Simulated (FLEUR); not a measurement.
# GaN: band structure with PBEsol

**What was measured.**

A printed reference work, textbook reports, for a bulk crystal of GaN at 0 K: band gap 3.299 eV (direct).

GaN:

```
Ga N
1.0
     0.00000    2.25350    2.25350
     2.25350    0.00000    2.25350
     2.25350    2.25350    0.00000
Ga N
1 1
Cartesian
  0.0000 0.0000 0.0000
  1.1268 1.1268 1.1268
```

The cell is a database's computed one.

| Quantity | Value |
| --- | --- |
| Program | FLEUR MaX-R8.1 (later development tree) |
| Task | band structure |
| Functional | PBEsol |
| Potentials or basis | all-electron |
| Basis | FLAPW |
| Kmax | 5.05 1/bohr |
| k mesh | 10 × 10 × 10 |
| Occupations | fermi-dirac, width 0.05 eV |
| Spin | no spin polarisation |
| Gmax | 15.7 1/bohr |
| Muffin-tin radii | Ga 1.94, N 1.48 bohr |
| lmax | Ga 8, N 8 |
| lnonsphr | Ga 8, N 8 |
| Local orbitals a species | Ga 6, N 3 |
| Max iterations | 60 |
| Mixing factor | 0.05 |
| Mixer | Anderson |
| Mixer history | 15 |
| Density convergence | 1e-05 me/bohr^3 |

The band gap on the k mesh is 1.68 eV, direct. The band gap along the path is 1.68 eV, direct and the valence electrons inside the program's atomic spheres are Ga 18.73; N 3.56 (radii Ga 1.94, N 1.48 bohr).

Levels at the corners of the path, in eV from the valence-band top:
| point | band 10 | band 11 | band 12 | band 13 | band 14 | band 15 | band 16 | band 17 |
| --- | --- | --- | --- | --- | --- | --- | --- | --- |
| Γ | -13.17 | 0.00 | 0.00 | 0.00 | 1.68 | 10.21 | 10.21 | 10.21 |
| X | -11.44 | -6.18 | -2.73 | -2.73 | 3.22 | 6.56 | 11.57 | 13.87 |
| W | -11.15 | -5.74 | -3.74 | -3.69 | 6.11 | 8.36 | 10.18 | 10.93 |
| K | -11.27 | -5.91 | -4.31 | -2.19 | 4.87 | 7.81 | 10.94 | 12.75 |
| Γ | -13.17 | 0.00 | 0.00 | 0.00 | 1.68 | 10.21 | 10.21 | 10.21 |
| L | -11.88 | -7.11 | -0.98 | -0.98 | 4.56 | 8.63 | 10.25 | 10.25 |
| U | -11.27 | -5.91 | -4.31 | -2.19 | 4.87 | 7.81 | 10.94 | 12.75 |
| W | -11.15 | -5.74 | -3.74 | -3.69 | 6.11 | 8.36 | 10.18 | 10.93 |
| L | -11.88 | -7.11 | -0.98 | -0.98 | 4.56 | 8.63 | 10.25 | 10.25 |
| K | -11.27 | -5.91 | -4.31 | -2.19 | 4.87 | 7.81 | 10.94 | 12.75 |
| U | -11.27 | -5.91 | -4.31 | -2.19 | 4.87 | 7.81 | 10.94 | 12.75 |
| X | -11.44 | -6.18 | -2.73 | -2.73 | 3.22 | 6.56 | 11.57 | 13.87 |

Core levels (eV from the Fermi level):
```tsv
atom	levels
1 Ga	1s1/2 -10212.3, 2s1/2 -1254.6, 2p1/2 -1110.2, 2p3/2 -1082.6
2 N	1s1/2 -373.6
```

Wall time 72 s on 1 thread of Arm Neoverse V2 (shared host), peak memory 0.06 GiB.

Against the measured gap of GaN, 3.299 eV (direct; 0 K; a printed reference work, textbook), the calculated 1.68 eV is off by -1.62 eV. Spin-orbit coupling on Ga is left out. The value is that of PBEsol, without temperature or zero-point motion. Semilocal functionals fall short of measured gaps as a rule. The cell is a database's relaxed one, not the measured one, which moves gaps too.
